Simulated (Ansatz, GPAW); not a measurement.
CuI: programs and potentials compared

```
I Cu
1.0
     0.00000    3.03150    3.03150
     3.03150    0.00000    3.03150
     3.03150    3.03150    0.00000
I Cu
1 1
Cartesian
  0.0000 0.0000 0.0000
  4.5473 4.5473 4.5473
```

Alike in all runs: task band structure; functional BLYP; k mesh 8 × 8 × 8; occupations fermi-dirac, width 0.05 eV; no spin polarisation; no spin-orbit coupling. Pressure is positive in compression and, in plane waves, holds the error of the finite cutoff, which Ansatz's Pulay term estimates and takes out. Gaps are the smaller of the mesh's and the band path's.

```json
{"program and potentials": "Ansatz, Ansatz PAW", "plane-wave cutoff (eV)": "420", "notes": "potentials made for PBE, which Ansatz adapts in part; 18 valence electrons an atom on average; Pulay term of +0.04 GPa included", "band gap (eV)": "1.16", "pressure (GPa)": "3.52"}
{"program and potentials": "Ansatz, all-electron LAPW, scalar-relativistic", "plane-wave cutoff (eV)": "-", "notes": "-", "band gap (eV)": "1.16", "pressure (GPa)": "3.52"}
{"program and potentials": "GPAW, PAW data sets generated for this functional", "plane-wave cutoff (eV)": "600", "notes": "9 valence electrons an atom on average", "band gap (eV)": "1.18", "pressure (GPa)": "3.90"}
```

The band gap spans 1.16 (Ansatz, all-electron LAPW, scalar-relativistic) to 1.18 eV (GPAW, PAW data sets generated for this functional), with all-electron results at 1.16. The pressure spans 3.52 (Ansatz, Ansatz PAW) to 3.90 GPa (GPAW, PAW data sets generated for this functional), with all-electron results at 3.52. Some sets were made for another functional than the one run, which can shift their rows. Spin-orbit coupling, left out here, moves the band edges of heavy atoms.

The functional is the same throughout but for its coding, so the spread measures potentials, basis and numerics; runs on potential files found faulty are left out.
